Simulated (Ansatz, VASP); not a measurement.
# Cross-check of ZnS (Sphalerite) between VASP and Ansatz, part 2 of 2

Wanted: the spread between two codes on one cell, functional and k mesh. The cell is taken from a series of VASP runs on this material, whose earlier steps may have relaxed, scaled or displaced it; both programs get it as it stands.

VASP 6.6.1 and Ansatz 0.2.0.

So far: Set-up; VASP: band structure, PBE0.

## (3) Ansatz: band structure, PBE0

Level of this step: Ansatz beside VASP: Kohn-Sham DFT, plane waves, PBE0 (Ansatz).

Ansatz runs on its default PAW (the set named soft_2) files.

The same cell, functional, mesh and smearing now go to Ansatz, which takes its cutoff from its data sets.

File input.yaml:

```yaml
crystal:
  lattice:
    - [0.0, 2.70465, 2.70465]
    - [2.70465, 0.0, 2.70465]
    - [2.70465, 2.70465, 0.0]
  atoms:
    - { symbol: Zn, position: [0.0, 0.0, 0.0] }
    - { symbol: S, position: [0.75, 0.75, 0.75] }
hamiltonian:
  xc: pbe0
  pseudopotentials: { kind: paw }
kpoints:
  mp_grid: { grid: [5, 5, 5] }
  band_path:
    path:
      - [0.0, 0.0, 0.0]
      - [0.5, 0.0, 0.5]
      - [0.5, 0.22222, 0.72222]
      - [0.40278, 0.34722, 0.75]
      - [0.125, 0.125, 0.25]
      - [0.27778, 0.27778, 0.27778]
      - [0.55556, 0.38889, 0.55556]
      - [0.58333, 0.25, 0.66667]
      - [0.5, 0.30556, 0.69444]
      - [0.48611, 0.48611, 0.52778]
      - [0.625, 0.25, 0.625]
      - [0.5, 0.0, 0.5]
    npoints: 1
scf:
  occupations: { method: gaussian, width: 0.03 }
  n_extra_bands: 7
output:
  forces: true
  stress: true
  eigenvalues: true
```

Launch:

```bash
> ansatz run input.yaml --threads 4 --pin off --max-ram 9216MiB --backend cpu --events-out ev --progress --plain --runs-dir out
```

Numbers of over 12 decimals in the logs are rounded to 6 here.

Output:

```text
Warning: output.stress: scf.convergence.dr2_threshold = 1e-7 eV (the SCF's general default) is looser than the 2e-10 eV advised for a printed stress (1e-10 eV for each atom of the cell: 2). What an SCF threshold leaves in a stress goes as its square root, and in the free energy as the threshold itself, and one threshold admits the most on a small cell: [figures from the program's tests cut] Set scf.convergence.dr2_threshold to 2e-10 eV or tighter. The threshold is an SCF's pass mark: one that does not reach it within its budget of iterations ends unconverged, or closes short of it on a stop that the run arms, and scf.convergence.dr2_threshold's page says what that costs each kind of run
Warning: output.stress: scf.exx.energy_threshold = 1e-6 eV is looser than the 2e-8 eV advised for a stress under a hybrid functional (1e-8 eV for each atom of the cell: 2). Every SCF of the exchange loop can meet its threshold on dr2 while the loop round them stops early: no threshold on dr2 bounds what that leaves in the stress. Set scf.exx.energy_threshold to 2e-8 eV or tighter. The threshold is the loop's pass mark: a loop that does not reach it within its budget of cycles ends unconverged, and scf.exx.energy_threshold's page has the law
scf.n_extra_bands = 7 over 9 filled bands (N_el = 18.0): the run solves 16 bands
Engine: ansatz 0.2.0, aarch64-unknown-linux-gnu
Pseudopotentials: kind: paw
Pseudopotential: Zn, paw, valence charge 12, recommended cutoff 420 eV (normal), Zn.paw.azcp
Pseudopotential: S, paw, valence charge 6, recommended cutoff 420 eV (normal), S.paw.azcp
Functional definition: PBE0
  parameter a = 0.25
  parameter kappa = 0.804
  parameter beta = 0.066725
  exchange = (1 - a)*pbe_x(kappa = kappa, mu = beta*pi^2/3) + a*exact_x
  correlation = pbe_c(beta = beta)
Crystal: 2 atoms, lattice volume = 39.570 Å³
Basis set: ecut = 420 eV, 749 PW (Γ), exchange–correlation on 54×54×54 points (8 copies of the dense FFT grid, shifted against one another)
Bands: 16, of which v1, the nominal top of the filled ones, is band 9 counted from 1 (8 counted from 0)
Symmetry: 24 space group operations
Space group: F-43m (ITA 216), of the structure as read, at distance tolerance 3.4e-5 Å
k-points: 10 of 125 (time reversal used)
Non-local potential: Zn, projectors of the file, l = 0: 2, l = 1: 2, l = 2: 3, l = 3: 1
Non-local potential: S, projectors of the file, l = 0: 2, l = 1: 2, l = 2: 2
PAW form: soft (Blöchl's): semilocal exchange-correlation on the pseudo side does not see the compensation charge
PAW frozen core: Zn, regenerated for the run's functional, and the local potential with it (the file was generated under x = pbe(κ = 0.804, μ = 0.219515), c = pbe(β = 0.066725))
PAW frozen core: S, regenerated for the run's functional, and the local potential with it (the file was generated under x = pbe(κ = 0.804, μ = 0.219515), c = pbe(β = 0.066725))
PAW one-centre angular grid: Zn, 590 points (default); XC on 64 Gauss nodes
PAW one-centre angular grid: S, 110 points (default); XC on 64 Gauss nodes
Initial density: superposition of atomic densities (neutral atoms: chi_scale 0, normalization atom), corrected by the library's trained network
Initial wavefunctions: pseudopotential atomic-orbital guess
Functional: x = pbe(κ = 0.804, μ = 0.219515), c = pbe(β = 0.066725), warm-up for x = 0.75 pbe(κ = 0.804, μ = 0.219515) + 0.25 exact, c = pbe(β = 0.066725)
SCF iter   1: F=—  HF=-4222.720472 eV  |F-HF|=—  |Δ(HF+E_count)|=         —  Δρ=1.55e-3  dr2=8.87e-4  ethr=1.77e-3  ⟨swp⟩=10.3  Hψ=849  notcnv=0
preconditioner: auto → none  [insulator: Δε(μ)=2.095 eV  Ē_g=14.769 eV  σ=0.030 eV  W_gap=1.00  n_scr=14 (ndim 8)  ℏωp=25.0 eV  f_vac=0.029  D(μ)=0.00/eV (n_scr^D=0)]
SCF iter   2: F=—  HF=-4222.720172 eV  |F-HF|=—  |Δ(HF+E_count)|=   3.00e-4  Δρ=1.31e-3  dr2=4.41e-4  ethr=4.93e-6  ⟨swp⟩=4.3  Hψ=505  notcnv=0  defer=2
iter 3 solved again at ethr=1.79e-8 eV; its pass at ethr=2.45e-6 eV (dr2=3.22e-6 eV) is discarded
SCF iter   3: F=-4222.720026 eV  HF=-4222.719991 eV  |F-HF|=3.49e-5  |Δ(HF+E_count)|=   1.81e-4  Δρ=1.63e-4  dr2=3.58e-6  ethr=1.79e-8  ⟨swp⟩=3.2  Hψ=635  notcnv=0
SCF 1 stopped early in 3 iterations: F = -4222.720026 eV  dr2 = 3.58e-6
  greatest PAW one-centre occupation: 0.983 electrons in one spin orbital (limit 2), on the Zn atom at site 0 (counted from 0), in its partial waves of l = 2
Initial density: handed on by an earlier stage of this run
Initial wavefunctions: those handed on with the density
Functional: x = 0.75 pbe(κ = 0.804, μ = 0.219515) + 0.25 exact, c = pbe(β = 0.066725)
Frozen-core exchange: fock
SCF iter   1: F=—  HF=-4223.679959 eV  |F-HF|=—  |Δ(HF+E_count)|=         —  Δρ=2.04e-2  dr2=8.60e-2  ethr=1.99e-7  ⟨swp⟩=8.6  Hψ=909  notcnv=0
preconditioner: auto → none  [insulator: Δε(μ)=3.953 eV  Ē_g=18.272 eV  σ=0.030 eV  W_gap=1.00  n_scr=14 (ndim 8)  ℏωp=25.0 eV  f_vac=0.029  D(μ)=0.00/eV (n_scr^D=0)]
SCF iter   2: F=—  HF=-4223.656352 eV  |F-HF|=—  |Δ(HF+E_count)|=   2.36e-2  Δρ=2.92e-3  dr2=5.94e-3  ethr=1.99e-7  ⟨swp⟩=5.0  Hψ=652  notcnv=0
SCF iter   3: F=—  HF=-4223.662325 eV  |F-HF|=—  |Δ(HF+E_count)|=   5.97e-3  Δρ=4.62e-3  dr2=4.50e-3  ethr=1.99e-7  ⟨swp⟩=5.0  Hψ=588  notcnv=0
SCF iter   4: F=—  HF=-4223.661886 eV  |F-HF|=—  |Δ(HF+E_count)|=   4.39e-4  Δρ=1.92e-3  dr2=7.18e-4  ethr=1.99e-7  ⟨swp⟩=4.0  Hψ=407  notcnv=0
SCF iter   5: F=—  HF=-4223.662953 eV  |F-HF|=—  |Δ(HF+E_count)|=   1.07e-3  Δρ=1.09e-3  dr2=2.39e-4  ethr=1.99e-7  ⟨swp⟩=4.1  Hψ=412  notcnv=0
SCF iter   6: F=-4223.662838 eV  HF=-4223.662839 eV  |F-HF|=2.43e-7  |Δ(HF+E_count)|=   1.14e-4  Δρ=3.81e-5  dr2=1.71e-6  ethr=1.99e-7  ⟨swp⟩=4.0  Hψ=391  notcnv=0
SCF 2 stopped early in 6 iterations: F = -4223.662838 eV  dr2 = 1.71e-6
  greatest PAW one-centre occupation: 0.986 electrons in one spin orbital (limit 2), on the Zn atom at site 0 (counted from 0), in its partial waves of l = 2
hybrid outer 1: dexx = +1.318e-2 eV, tail = 3.84e-5 eV
Frozen-core exchange: fock
SCF iter   1: F=—  HF=-4223.662326 eV  |F-HF|=—  |Δ(HF+E_count)|=         —  Δρ=8.20e-5  dr2=1.79e-6  ethr=1.07e-6  ⟨swp⟩=4.7  Hψ=407  notcnv=0
preconditioner: auto → none  [insulator: Δε(μ)=4.000 eV  Ē_g=17.999 eV  σ=0.030 eV  W_gap=1.00  n_scr=14 (ndim 8)  ℏωp=25.0 eV  f_vac=0.030  D(μ)=0.00/eV (n_scr^D=0)]
SCF iter   2: F=—  HF=-4223.662325 eV  |F-HF|=—  |Δ(HF+E_count)|=   2.90e-7  Δρ=1.40e-5  dr2=1.65e-7  ethr=8.89e-9  ⟨swp⟩=3.9  Hψ=355  notcnv=0
SCF iter   3: F=—  HF=-4223.662326 eV  |F-HF|=—  |Δ(HF+E_count)|=   6.86e-7  Δρ=1.47e-5  dr2=5.37e-8  ethr=1.58e-10  ⟨swp⟩=4.2  Hψ=463  notcnv=0  defer=2
SCF iter   4: F=-4223.662326 eV  HF=-4223.662326 eV  |F-HF|=7.91e-11  |Δ(HF+E_count)|=   1.63e-8  Δρ=1.07e-6  dr2=3.47e-9  ethr=1.58e-10  ⟨swp⟩=3.1  Hψ=304  notcnv=0
SCF 3 converged in 4 iterations: F = -4223.662326 eV  dr2 = 3.47e-9
  Residual-converged pass: ⟨swp⟩=3.0  Hψ=290  notcnv=0  max |occ|·‖R‖ = 2.3e-6 eV (tolerance 2.4e-6 eV)  dr2=3.45e-9  dr2_onsite=2.71e-11  max |Δocc| = 0.0e0
hybrid outer 2: dexx = +7.358e-7 eV, tail = 2.12e-8 eV, Δε = 3.83e-3 eV (about 1.25e-4 eV left of the loop's levels)
NSCF: frozen V_eff on 12 k-points
hybrid SCF converged: 2 outer / 10 inner (+3 warm-up), last move |dexx| = 7.36e-7 eV, tail = 2.12e-8 eV
Stability not checked: this state was not tested for a lower state beside it, because the functional holds exact exchange (a hybrid, or Hartree-Fock), whose exchange loop this test does not read (fock_operator; see scf.lower_state_search)
Free energy (F): -4223.662326 eV
Frozen-core exchange: fock
Harris-Foulkes:  -4223.662326 eV  (|F-HF|=7.91e-11)
Internal energy: -4223.662326 eV  (E = F + TS)
E sigma→0 (E₀):  -4223.662326 eV
Fermi energy:    6.646448 eV
--- Per-component energies (eV) ---
  E_band       = -35.123492
  E_kinetic    = 237.844775
  E_local      = -2052.735632  (includes V_loc(G=0)·N_el)
  E_nonlocal   = 647.361169
  E_hartree    = 863.043154
  E_xc         = -179.766920
  E_vxc        = -107.556351  (∫ρ·V_xc dr)
  E_exx        = -60.659719  (= α·E_x^exact, valence–valence)
  E_paw        = -2427.090380  (= ΣΔE_a)
  E_vpaw       = -364.804088  (= ΣTr[D̂ρ^β])
  E_aug_tail   = -0.000361  (compensation charges beyond the density's cutoff)
  E_ewald      = -1252.151240
  E_core_change = 0.492827  (= ΣΔE_core)
  E_smearing   = -0.000000  (= −TS)
  E_closure    = 0.000000  (closes the sum)
  Σ components = -4223.662326   (vs F -4223.662326, Δ=0.00e0)
--- Forces (eV/Å), atoms counted from 1 ---
  atom   1  Zn    -0.00000000     0.00000000     0.00000000
  atom   2  S      0.00000000    -0.00000000     0.00000000
  max |Σ_I F_I| component: 7.40e-17 eV/Å
--- Stress (GPa, compression-positive) ---
        0.504682      -0.000000      -0.000000
        0.000000       0.504682       0.000000
       -0.000000       0.000000       0.504682
  P = ⅓ Tr σ = 0.5047 GPa (5.047 kbar)
--- Band table (eV; the first three rows and the last of 10) ---
  k-point 0: bands = [... 5 lower, -2.8638, 4.6458, 4.6458, 4.6458, 8.6469, 13.0642, 13.0642, 13.0642, ... 3 higher]
  k-point 1: bands = [... 5 lower, -2.8655, 2.3392, 4.2936, 4.2936, 9.9669, 13.1830, 13.6058, 13.6058, ... 3 higher]
  k-point 2: bands = [... 5 lower, -2.8397, -0.4251, 3.8033, 3.8033, 9.9601, 13.6299, 13.6299, 15.1923, ... 3 higher]
  k-point 9: bands = [... 5 lower, -2.5484, -0.1169, 1.6140, 2.4724, 11.9576, 12.4898, 13.8164, 16.6432, ... 3 higher]
```

It took 20 s on 4 threads of Arm Neoverse V1, shared host; peak memory 0.75 GiB.

Reading the cycles: dr2 is the Hartree energy of the density residual (eV), the measure of convergence; HF is the Harris–Foulkes estimate of the energy, which meets the free energy F at convergence.

## (4) Comparison

Known differences besides the potentials themselves: exact exchange at q = 0 is treated differently, which shows on coarse meshes; VASP keeps PBE cores, Ansatz makes them for the functional; the cutoff is 420 eV in Ansatz and 350 eV in VASP; VASP takes a coarser grid for exact exchange (PRECFOCK = Fast). Total energies have different zeros and are not compared.

Compared:

```tsv
quantity	Ansatz	VASP	difference
gap over the path points (eV)	4.001	3.996	+0.005
```

Levels at points of the path, from each program's valence-band top (eV; 4 filled, then empty):

```tsv
k (reciprocal lattice)	Ansatz	VASP
0.000 0.000 0.000	-7.51 0.00 0.00 0.00 4.00 8.42 8.42	-7.43 0.00 0.00 0.00 4.00 8.42 8.42
0.500 0.000 0.500	-7.24 -5.03 -2.35 -2.35 5.09 5.99 13.26	-7.16 -5.03 -2.36 -2.36 5.09 5.98 13.27
0.500 0.222 0.722	-7.08 -4.87 -2.98 -2.87 7.36 8.14 10.14	-6.99 -4.87 -2.98 -2.87 7.37 8.13 10.14
0.403 0.347 0.750	-7.11 -4.92 -3.35 -2.01 6.09 8.03 11.22	-7.03 -4.93 -3.35 -2.02 6.09 8.03 11.25
0.125 0.125 0.250	-7.50 -2.13 -0.90 -0.21 5.68 8.06 8.91	-7.42 -2.13 -0.89 -0.20 5.67 8.06 8.90
0.278 0.278 0.278	-7.51 -3.51 -0.58 -0.58 5.44 9.09 9.09	-7.43 -3.50 -0.58 -0.58 5.43 9.10 9.10
0.556 0.389 0.556	-7.22 -5.37 -2.08 -1.25 6.30 8.17 9.78	-7.14 -5.38 -2.07 -1.25 6.30 8.18 9.79
0.583 0.250 0.667	-7.11 -4.91 -3.32 -2.12 6.28 8.04 10.98	-7.03 -4.92 -3.32 -2.12 6.28 8.04 11.00
0.500 0.306 0.694	-7.11 -4.89 -3.18 -2.33 7.42 8.12 9.58	-7.03 -4.90 -3.19 -2.33 7.42 8.11 9.59
0.486 0.486 0.528	-7.27 -5.62 -1.01 -0.94 5.36 8.81 8.97	-7.19 -5.63 -1.01 -0.94 5.35 8.82 8.98
```

Among the levels compared at these points, filled levels agree within 81 meV and empty ones within 31 meV.

## (5) What came out

* difference in gap over the path points (band structure, PBE0): 0.0052 eV

**Reading.** The difference in gap over the path points is 0.0052 eV (band structure, PBE0), within the 0.08 eV picked in this series as the mark of a large difference. Such differences can come from data sets, numerical settings and the points named under the comparisons, not from the functional's error against experiment.

[Lines on the potential files, build, host, timing and source positions are cut from VASP's logs without a mark.]

[Logs are printed without paths, hosts, clocks, repeated set-up lines and the standing remarks that a program may print on its own settings, such as how far it seeks lower states.]

[Hosts, paths, dates, database ids (printed as entryN), source tags and the programs' standing remarks are cut or masked in the printed files.]
